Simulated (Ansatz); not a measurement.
Rh:

```
Rh
1.0
     0.00000    1.89785    1.89785
     1.89785    0.00000    1.89785
     1.89785    1.89785    0.00000
Rh
1
Direct
  0.00000 0.00000 0.00000
```

```yaml
Program: Ansatz 0.2.0
Task: phonons
Functional: PBEsol
Potentials_or_basis: Ansatz PAW
Cutoff: "420 eV (not typed: the program's choice for these potentials)"
k_mesh: 10 × 10 × 10
Occupations: fermi-dirac, width 0.05 eV
Spin: no spin polarisation
q_mesh: 2 × 2 × 2
Path: "[[\"G\", \"X\", \"W\", \"K\", \"G\", \"L\", \"U\", \"W\", \"L\", \"K\"], [\"U\", \"X\"]]"
Points_for_each_segment_of_the_path: 8
```

**Question.** Is this structure dynamically stable at this level, and how far does the spectrum reach?

**Answer.** Yes, as far as this q mesh shows: no mode on the path is imaginary. The highest frequency is 246 cm⁻¹.

A q mesh this small can miss soft modes between its points.

Caveat: the q mesh is small, so phonon branches between its points and thermal values are rough.
